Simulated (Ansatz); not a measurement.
# Response of HgTe to small distortions

```yaml
crystal:
  lattice:
    - [0.00000, 3.22350, 3.22350]
    - [3.22350, 0.00000, 3.22350]
    - [3.22350, 3.22350, 0.00000]
  atoms:
    - { symbol: Hg, position: [0.00000, 0.00000, 0.00000] }
    - { symbol: Te, position: [0.75000, 0.75000, 0.75000] }
```

Atom numbers follow the list: Hg1, Te2.

The cell is COD entry 1539232, as deposited and not checked against the literature; nothing was relaxed.

Spin–orbit coupling is left out, though it moves levels of the heavy atoms by tenths of an eV or more.

These are results of DFT, LDA, all-electron LAPW, scalar-relativistic in Ansatz 0.2.0, not measurements.

Numerical set-up: a Γ-centred 11×11×11 k mesh, Fermi–Dirac smearing of 0.03 eV, basis error target 0.5 meV/atom, no spin polarisation.

The unchanged cell is at -0.26 GPa.

In a metal, stresses and small energies carry noise from the k mesh.

x, y and z are the Cartesian axes of the cell as listed; fractional coordinates follow a strain, and an engineering shear is twice the off-diagonal strain component.

Question: One change gave: energy change +5 meV/atom; stress change (xx, yy, zz, yz, xz, xy) 0.10, 0.10, 0.10, 0.85, 0.85, 0.85 GPa, compression positive; change of the force on Hg1 (0.121, 0.121, 0.121) eV/Å. Which change was it?
A. equal xy, yz and zx engineering shear strains of -1 %
B. equal xy, yz and zx engineering shear strains of +2 %
C. equal xy, yz and zx engineering shear strains of +3 %
D. equal xy, yz and zx engineering shear strains of -3 %
E. equal xy, yz and zx engineering shear strains of +1 %
F. equal xy, yz and zx engineering shear strains of -2 %

Answer: F. For equal xy, yz and zx engineering shear strains of -3 %: energy change +12 meV/atom; stress change (xx, yy, zz, yz, xz, xy) 0.23, 0.23, 0.23, 1.32, 1.32, 1.32 GPa, compression positive; change of the force on Hg1 (0.195, 0.195, 0.195) eV/Å. For equal xy, yz and zx engineering shear strains of -1 %: energy change +1 meV/atom; stress change (xx, yy, zz, yz, xz, xy) 0.02, 0.02, 0.02, 0.41, 0.41, 0.41 GPa, compression positive; change of the force on Hg1 (0.057, 0.057, 0.057) eV/Å. For equal xy, yz and zx engineering shear strains of +2 %: energy change +5 meV/atom; stress change (xx, yy, zz, yz, xz, xy) 0.09, 0.09, 0.09, -0.77, -0.77, -0.77 GPa, compression positive; change of the force on Hg1 (-0.093, -0.093, -0.093) eV/Å. For equal xy, yz and zx engineering shear strains of +1 %: energy change +1 meV/atom; stress change (xx, yy, zz, yz, xz, xy) 0.02, 0.02, 0.02, -0.39, -0.39, -0.39 GPa, compression positive; change of the force on Hg1 (-0.050, -0.050, -0.050) eV/Å. For equal xy, yz and zx engineering shear strains of +3 %: energy change +11 meV/atom; stress change (xx, yy, zz, yz, xz, xy) 0.21, 0.21, 0.21, -1.13, -1.13, -1.13 GPa, compression positive; change of the force on Hg1 (-0.131, -0.131, -0.131) eV/Å.
